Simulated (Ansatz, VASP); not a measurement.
Two plane-wave programs on C

```xyz
2
Lattice="0.0000 1.8391 1.8391 1.7834 0.0557 1.7834 1.7834 1.7834 0.0557" Properties=species:S:1:pos:R:3 pbc="T T T"
C     1.7834    1.8391    1.8391
C     2.6751    2.7587    2.7587
```

Change from the starting cell: strain +0.0625 x Voigt [0, 0, 0, 1, 0, 0], atoms carried along.

Alike in both runs: task single point; functional PBE; k mesh 12 × 12 × 12; occupations gaussian, width 0.05 eV; no spin polarisation.

```csv
,VASP,Ansatz
version,VASP 6.6.1,Ansatz 0.2.0
potentials or method,"VASP PAW PBE potentials, release 64 (C)","scalar-relativistic, plane waves, PAW"
plane-wave cutoff (eV),520,420
valence electrons in the cell,8,8
```

```csv
,VASP,Ansatz,Ansatz less VASP
gap on the k mesh at the Fermi level (eV),3.56,3.56,+0.007
least direct gap on the mesh (eV),4.63,4.63,+0.004
pressure (GPa),4.5,3.8,-0.70
largest component of the traceless stress (GPa),35.74,35.51,-0.231
rms of the force components (eV/Å),0.118,0.108,-0.0102
```

Atom by atom the forces differ by 0.010 eV/Å (rms over components).
